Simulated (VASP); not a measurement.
# Si (Fd-3m) in VASP: a series of runs

Runs on Si. Level: r2SCAN+rVV10. Tasks: single point, relaxation of cell and atoms.

Program: VASP 6.6.1. These are calculated values, not measurements. Logs are shortened: lines on timing, memory, paths and dates and some standing lists are left out, and cuts for length are marked.

## Step 1: Starting point

It takes space group Fd-3m (No. 227, cubic). Conventional cell: a = 5.436 Å, b = 5.436 Å, c = 5.436 Å, α = 90.00°, β = 90.00°, γ = 90.00°. Si (site symmetry -43m) has 4 Si at 2.35 Å as nearest neighbours.

The cell was built by a generator and needn't be a form met in nature.

## Step 2: Single point, r2SCAN+rVV10

The input, POSCAR:

```
Si
1.0
    0.0000000000      2.7177770158      2.7177770158
    2.7177770158      0.0000000000      2.7177770158
    2.7177770158      2.7177770158      0.0000000000
Si
2
Direct
    0.0000000000      0.0000000000      0.0000000000
    0.2500000000      0.2500000000      0.2500000000
```

The input, INCAR.step1:

```
SYSTEM = Si
ALGO = Normal ; EDIFF = 1E-4
ENCUT = 520 ; GGA = PE
ISMEAR = 0 ; LASPH = .TRUE.
LCHARG = .FALSE. ; LREAL = .FALSE.
LWAVE = .TRUE. ; NBANDS = 11
NELM = 100 ; PREC = Accurate
SIGMA = 0.02
```

The input, INCAR.step2:

```
SYSTEM = Si
ALGO = Normal ; BPARAM = 11.95
CPARAM = 0.0093 ; EDIFF = 1E-6
ENCUT = 520 ; ISIF = 2
ISMEAR = 0 ; ISTART = 1
IVDW_NL = 2 ; LASPH = .TRUE.
LCHARG = .TRUE. ; LELF = .TRUE.
LMIXTAU = .TRUE. ; LREAL = .FALSE.
LUSE_VDW = .TRUE. ; LVHAR = .TRUE.
LWAVE = .FALSE. ; METAGGA = R2SCAN
NBANDS = 11 ; NELM = 100
PREC = Accurate ; SIGMA = 0.02
```

The input, KPOINTS:

```
k-points
0
G
  10 10 10
  0 0 0
```

Potentials or basis: VASP PAW PBE potentials, release 64 (Si).

Command:

```
$ cat potpaw_PBE.64/Si/POTCAR > POTCAR
$ cp INCAR.step1 INCAR
$ mpirun -np 1 vasp_std > vasp.out
$ cp INCAR.step2 INCAR
$ mpirun -np 1 vasp_std > vasp.out
```

OUTCAR:

```text
SYSTEM = Si
   BPARAM = 11.95
   EDIFF = 1E-6
   ENCUT = 520
   ISIF = 2
   ISMEAR = 0
   ISTART = 1
   IVDW_NL = 2
   LASPH = .TRUE.
   LREAL = .FALSE.
   METAGGA = R2SCAN
   NELM = 100
   PREC = Accurate

 ion  position               nearest neighbor table
   1  0.000  0.000  0.000-   2 2.35   2 2.35   2 2.35   2 2.35
   2  0.250  0.250  0.250-   1 2.35   1 2.35   1 2.35   1 2.35

  LATTYP: Found a face centered cubic cell.
 ALAT       =     5.4355540316

  Lattice vectors:

 A1 = (   0.0000000000,   2.7177770158,   2.7177770158)
 A2 = (   2.7177770158,   0.0000000000,   2.7177770158)
 A3 = (   2.7177770158,   2.7177770158,   0.0000000000)

Analysis of symmetry for initial positions (statically):
=====================================================================
 Subroutine PRICEL returns:
 Original cell was already a primitive cell.

 Routine SETGRP: Setting up the symmetry group for a
 face centered cubic supercell.

 Subroutine GETGRP returns: Found 48 space group operations
 (whereof 24 operations were pure point group operations)
 out of a pool of 48 trial point group operations.

The static configuration has the point symmetry T_d .
 The point group associated with its full space group is O_h .

Analysis of symmetry for dynamics (positions and initial velocities):
=====================================================================
 Subroutine PRICEL returns:
 Original cell was already a primitive cell.

 Routine SETGRP: Setting up the symmetry group for a
 face centered cubic supercell.

 Subroutine GETGRP returns: Found 48 space group operations
 (whereof 24 operations were pure point group operations)
 out of a pool of 48 trial point group operations.

The dynamic configuration has the point symmetry T_d .
 The point group associated with its full space group is O_h .

 Subroutine INISYM returns: Found 48 space group operations
 (whereof 24 operations are pure point group operations),
 and found     1 'primitive' translations

----------------------------------------------------------------------------------------

                                     Primitive cell

  volume of cell :      40.1487

  direct lattice vectors                    reciprocal lattice vectors
     0.000000000  2.717777016  2.717777016    -0.183973886  0.183973886  0.183973886
     2.717777016  0.000000000  2.717777016     0.183973886 -0.183973886  0.183973886
     2.717777016  2.717777016  0.000000000     0.183973886  0.183973886 -0.183973886

  length of vectors
     3.843517115  3.843517115  3.843517115     0.318652119  0.318652119  0.318652119

  position of ions in fractional coordinates (direct lattice)
     0.000000000  0.000000000  0.000000000
     0.250000000  0.250000000  0.250000000

  ion indices of the primitive-cell ions
   primitive index   ion index
                 1           1
                 2           2

----------------------------------------------------------------------------------------

 KPOINTS: k-points

Automatic generation of k-mesh.
 Grid dimensions read from file:
 generate k-points for:   10   10   10

 Generating k-lattice:

  Cartesian coordinates                     Fractional coordinates (reciprocal lattice)
    -0.018397389  0.018397389  0.018397389     0.100000000  0.000000000  0.000000000
     0.018397389 -0.018397389  0.018397389     0.000000000  0.100000000  0.000000000
     0.018397389  0.018397389 -0.018397389     0.000000000  0.000000000  0.100000000

  Length of vectors
     0.031865212  0.031865212  0.031865212

  Shift w.r.t. Gamma in fractional coordinates (k-lattice)
     0.000000000  0.000000000  0.000000000

 Subroutine IBZKPT returns following result:
 ===========================================

 Found     47 irreducible k-points:

 Following reciprocal coordinates:
            Coordinates               Weight
  0.000000  0.000000  0.000000      1.000000
  0.100000  0.000000  0.000000      8.000000
  0.200000  0.000000  0.000000      8.000000
  0.300000  0.000000  0.000000      8.000000
  0.400000  0.000000  0.000000      8.000000
  0.500000  0.000000  0.000000      4.000000
[... 16 lines left out ...]
  0.300000  0.300000  0.000000      6.000000
  0.400000  0.300000  0.000000     24.000000
 [... further k-points ...]
   k-points           NKPTS =     47   k-points in BZ     NKDIM =     47   number of bands    NBANDS=     11
   number of dos      NEDOS =    301   number of ions     NIONS =      2
   total plane-waves  NPLWV =  27000
   dimension x,y,z NGX =    30 NGY =   30 NGZ =   30
   dimension x,y,z NGXF=    60 NGYF=   60 NGZF=   60
   ions per type =               2
   NGX,Y,Z   is equivalent  to a cutoff of  12.98, 12.98, 12.98 a.u.
   NGXF,Y,Z  is equivalent  to a cutoff of  25.95, 25.95, 25.95 a.u.
 SYSTEM =  Si
   PREC   = accura    normal or accurate (medium, high low for compatibility)
   ISTART =      1    job   : 0-new  1-cont  2-samecut
   ICHARG =      0    charge: 1-file 2-atom 10-const
   ISPIN  =      1    spin polarized calculation?
   LNONCOLLINEAR =      F non collinear calculations
   LSORBIT =      F    spin-orbit coupling
   LASPH  =      T    aspherical Exc in radial PAW
   ENCUT  =  520.0 eV  38.22 Ry    6.18 a.u.   7.15  7.15  7.15*2*pi/ulx,y,z
   NELM   =    100;   NELMIN=  2; NELMDL=  0     # of ELM steps
   EDIFF  = 0.1E-05   stopping-criterion for ELM
   LREAL  =      F    real-space projection
   EDIFFG = 0.1E-04   stopping-criterion for IOM
   NSW    =      0    number of steps for IOM
   IBRION =     -1    ionic relax: 0-MD 1-quasi-New 2-CG
   NFREE  =      0    steps in history (QN), initial steepest desc. (CG)
   ISIF   =      2    stress and relaxation
   ISYM   =      2    0-nonsym 1-usesym 2-fastsym
   POTIM  = 0.5000    time-step for ionic-motion
   TEBEG  =    0.0;   TEEND  =   0.0 temperature during run
   PSTRESS=    0.0 pullay stress
   NELECT =       8.0000    total number of electrons
   NUPDOWN=      -1.0000    fix difference up-down
   EMIN   =  10.00;   EMAX   =-10.00  energy-range for DOS
   EFERMI =   0.00;   METHOD = LEGACY
   ISMEAR =     0;   SIGMA  =   0.02  broadening in eV -4-tet -1-fermi 0-gaus
   EFERMI_NEDOS =   21; number of points for ismear=-14 and -15
   IALGO  =     38    algorithm
   IMIX   =      4    mixing-type and parameters
     AMIX     =   0.40;   BMIX     =  1.00
     AMIX_MAG =   1.60;   BMIX_MAG =  1.00
  volume/ion in A,a.u.               =      20.07       135.47
  Fermi-wavevector in a.u.,A,eV,Ry     =   0.956198  1.806952 12.439997  0.914314
  Thomas-Fermi vector in A             =   2.085104
   LORBIT       =      0    0 simple, 1 ext, 2 COOP (PROOUT), +10 PAW based schemes
   METAGGA = R2SCAN    functional components
   LHFCALC =     F    Hartree Fock is set to
   AEXX    =    0.0000 exact exchange contribution
   IVDW_NL    =     2    kernel type
   BPARAM     =11.9500
   IVDW    =     0    specifies the selected vdW correction
   LEPSILON=     F    determine dielectric tensor
   LRPA    =     F    only Hartree local field effects (RPA)
 non-spin polarized calculation
 Gauss-broadening in eV      SIGMA  =   0.02
  energy-cutoff  :      520.00
  volume of cell :       40.15
 maximum number of plane-waves:      1106
 NGX is ok and might be reduce to    30
   NGX = 15   NGY = 15   NGZ = 15

 number of electron       8.0000001 magnetization

 Free energy of the ion-electron system (eV)
  ---------------------------------------------------
  ext. energy  EPLUGINS =         0.00000000
  ---------------------------------------------------
  free energy    TOTEN  =       -17.40398083 eV

  energy without entropy =      -17.40398083  energy(sigma->0) =      -17.40398083

 E-fermi :   5.8388     XC(G=0):  -9.8831

 val. band max:        5.7097198562   @ k =   0.0000   0.0000   0.0000
 cond. band min:       6.4594339088   @ k =   0.4000   0.4000   0.0000
 fundamental gap:      0.7497140526
 Fermi energy:         5.8387887776

 k-point     1 :       0.0000    0.0000    0.0000
  band No.  band energies     occupation
      1      -6.8084      2.00000
      2       5.7097      2.00000
      3       5.7097      2.00000
      4       5.7097      2.00000
      5       8.4581      0.00000
      6       8.4581      0.00000
      7       8.4581      0.00000
      8       9.6586      0.00000
      9      13.8287      0.00000
     10      13.8287      0.00000
     11      14.3122      0.00000

 k-point     2 :       0.1000    0.0000    0.0000
  band No.  band energies     occupation
      1      -6.6707      2.00000
      2       4.5410      2.00000
      3       5.5003      2.00000
      4       5.5003      2.00000
      5       8.5454      0.00000
      6       8.7674      0.00000
      7       8.7674      0.00000
      8      10.5367      0.00000
      9      13.4706      0.00000
     10      13.4706      0.00000
     11      14.8577      0.00000

 k-point     3 :       0.2000    0.0000    0.0000
  band No.  band energies     occupation
      1      -6.2642      2.00000
      2       2.5990      2.00000
      3       5.0969      2.00000
      4       5.0969      2.00000
      5       8.2374      0.00000
      6       9.3062      0.00000
      7       9.3062      0.00000
      8      12.3357      0.00000
      9      13.1583      0.00000
     10      13.1583      0.00000
     11      15.5040      0.00000

 k-point     4 :       0.3000    0.0000    0.0000
  band No.  band energies     occupation
      1      -5.6169      2.00000
      2       0.7250      2.00000
      3       4.7409      2.00000
      4       4.7409      2.00000
      5       7.8853      0.00000
      6       9.4865      0.00000
      7       9.4865      0.00000
      8      13.7479      0.00000
      9      13.7479      0.00000
     10      13.9374      0.00000
     11      15.2765      0.00000

 k-point     5 :       0.4000    0.0000    0.0000
  band No.  band energies     occupation
      1      -4.8311      2.00000
      2      -0.8264      2.00000
      3       4.5146      2.00000
      4       4.5146      2.00000
      5       7.6471      0.00000
      6       9.3622      0.00000
      7       9.3622      0.00000
      8      14.0926      0.00000
      9      15.2258      0.00000
     10      15.2258      0.00000
     11      16.5441      0.00000
[... 211 lines left out ...]
 k-point    21 :      -0.3000    0.2000    0.0000
  band No.  band energies     occupation
      1      -4.6340      2.00000
      2      -0.2350      2.00000
      3       2.1086      2.00000
      4       4.3161      2.00000
      5       8.4303      0.00000
      6      10.5476      0.00000
      7      10.6868      0.00000
      8      12.9344      0.00000
      9      12.9371      0.00000
     10      15.9024      0.00000
     11      18.3380      0.00000

 k-point    22 :      -0.2000    0.2000    0.0000
  band No.  band energies     occupation
      1      -5.3896      2.00000
      2       1.0700      2.00000
      3       2.5776      2.00000
      4       4.8126      2.00000
      5       8.8941      0.00000
      6       9.9789      0.00000
      7      10.3544      0.00000
      8      11.9188      0.00000
      9      12.1862      0.00000
     10      17.1495      0.00000
     11      17.2341      0.00000

 k-point    23 :       0.3000    0.3000    0.0000
  band No.  band energies     occupation
      1      -5.1783      2.00000
      2       1.1466      2.00000
      3       3.3567      2.00000
      4       3.3567      2.00000
      5       6.7440      0.00000
      6       8.3760      0.00000
      7      12.8091      0.00000
      8      12.8091      0.00000
      9      15.5818      0.00000
     10      15.6738      0.00000
     11      18.9581      0.00000

 k-point    24 :       0.4000    0.3000    0.0000
  band No.  band energies     occupation
      1      -4.5331      2.00000
      2       0.0834      2.00000
      3       2.7131      2.00000
      4       3.1398      2.00000
      5       6.9407      0.00000
      6       8.1942      0.00000
      7      13.1608      0.00000
      8      13.2457      0.00000
      9      16.7634      0.00000
     10      17.2944      0.00000
     11      18.6369      0.00000

 [... further k-points ...]

------------------------ aborting loop because EDIFF is reached ----------------------------------------

  FORCE on cell =-STRESS in cart. coord.  units (eV):
  Direction    XX          YY          ZZ          XY          YZ          ZX
  --------------------------------------------------------------------------------------
  -------------------------------------------------------------------------------------
  Total       -0.0549751     -0.0549751     -0.0549751     -0.0000000     -0.0000000      0.0000000
  in kB       -2.1938416     -2.1938416     -2.1938416     -0.0000000     -0.0000000      0.0000000
  external PRESSURE =      -2.1938416 kB  Pullay stress =       0.0000000 kB

 VOLUME and BASIS-vectors are now :
 -----------------------------------------------------------------------------
  energy-cutoff  :      520.00
  volume of cell :       40.15
      direct lattice vectors                 reciprocal lattice vectors
     0.000000000  2.717777016  2.717777016    -0.183973886  0.183973886  0.183973886
     2.717777016  0.000000000  2.717777016     0.183973886 -0.183973886  0.183973886
     2.717777016  2.717777016  0.000000000     0.183973886  0.183973886 -0.183973886

 POSITION                                       TOTAL-FORCE (eV/Angst)
 -----------------------------------------------------------------------------------
      0.00000      0.00000      0.00000         0.000000      0.000000      0.000000
      1.35889      1.35889      1.35889        -0.000000     -0.000000     -0.000000
 -----------------------------------------------------------------------------------
    total drift:                               -0.000000     -0.000000     -0.000000

  FREE ENERGIE OF THE ION-ELECTRON SYSTEM (eV)
  ---------------------------------------------------
  free  energy   TOTEN  =       -17.4039808331 eV

  energy  without entropy=      -17.4039808331  energy(sigma->0) =      -17.40398083
```

It took 93 s on 1 thread of Intel Xeon Platinum 8488C (Sapphire Rapids), shared host; peak memory 0.27 GiB.

Results:

```yaml
Free_energy: -17.4040 eV
Pressure: -0.2 GPa
Band_gap_on_the_k_mesh: 0.75 eV, indirect (least direct gap 2.75 eV)
```

Caveat: the PAW data sets were made with another functional, which shifts forces and pressure a little.

(Part 1 of 2 ends here.)
